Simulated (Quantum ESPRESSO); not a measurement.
Runs of Quantum ESPRESSO 7.5 on MoS2. The cell holds a slab with vacuum, 3 atoms: a = 3.184 Å, b = 3.184 Å, c = 17.335 Å, α = 90.00°, β = 90.00°, γ = 120.00°. 

```tsv
task	level	potentials or basis	cell	form of the LDA correlation	gap on the mesh (eV)	V0 of scaled cells (Å³/atom)	B0 (GPa)	largest force (eV/Å)
single point	PBEsol	GBRV 1.5 PBEsol	atoms moved at random, drawn with an rms of 0.05 Å	-	1.72	-	-	0.88
single point	PBEsol	GBRV 1.5 PBEsol	as given	-	1.73	-	-	0.17
band structure	PBEsol	GBRV 1.5 PBEsol	as given	-	1.73	-	-	0.17
equation of state	PBEsol	GBRV 1.5 PBEsol	as given	-	-	49.57	(b)	-
equation of state	LDA	GBRV 1.5 LDA	as given	PZ81	-	48.81	57	-
band structure	LDA	GBRV 1.5 LDA	as given	PZ81	1.73	-	-	(a)
```

Alike in all rows: no spin polarisation; k mesh 10 × 10 × 2; cutoff (eV) 612; smearing fermi-dirac 0.05 eV.

Task: Fill in the values left out.

Result: (a) 0.39; (b) 55.

Caveats: the cell was scaled at fixed shape and fractional positions, which overstates the stiffness of a crystal with free parameters, most of all of layers and chains (some runs); some levels on the path didn't converge (some runs).

A k mesh can miss the band edges, and the runs leave out spin-orbit coupling on Mo.
